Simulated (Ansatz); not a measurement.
Na2S:

```xyz
3
Lattice="0.0000 3.2735 3.2735 3.2735 0.0000 3.2735 3.2735 3.2735 0.0000" Properties=species:S:1:pos:R:3 pbc="T T T"
S     0.0000    0.0000    0.0000
Na    4.9102    4.9102    4.9102
Na    1.6367    1.6367    1.6367
```

Base run:

* Program: Ansatz 0.2.0
* Functional: HSE06 form with a typed share of exact exchange
* Potentials or basis: Ansatz PAW
* Cutoff: 420 eV (not typed: the program's choice for these potentials)
* k mesh: 4 × 4 × 4
* Occupations: fermi-dirac, width 0.05 eV
* Spin: no spin polarisation

Its results: band gap on the k mesh 3.10 eV, direct; pressure -0.2 GPa.

Q: After a change of settings the same cell gave: band gap on the k mesh 3.78 eV, direct; pressure -0.4 GPa. Which change was it?
A. screening (1/å) from 0.4 to 0.2; share of exact exchange from 0.25 to 0.4
B. screening (1/å) from 0.4 to 0.1
C. screening (1/å) from 0.4 to 0.2; share of exact exchange from 0.25 to 0.2
D. screening (1/å) from 0.4 to 0.2

A: B.

Caveats: the PAW data sets come from PBE, with cores solved anew for the run's functional, which leaves a small shift of forces and pressure; the thresholds are loose for stress.
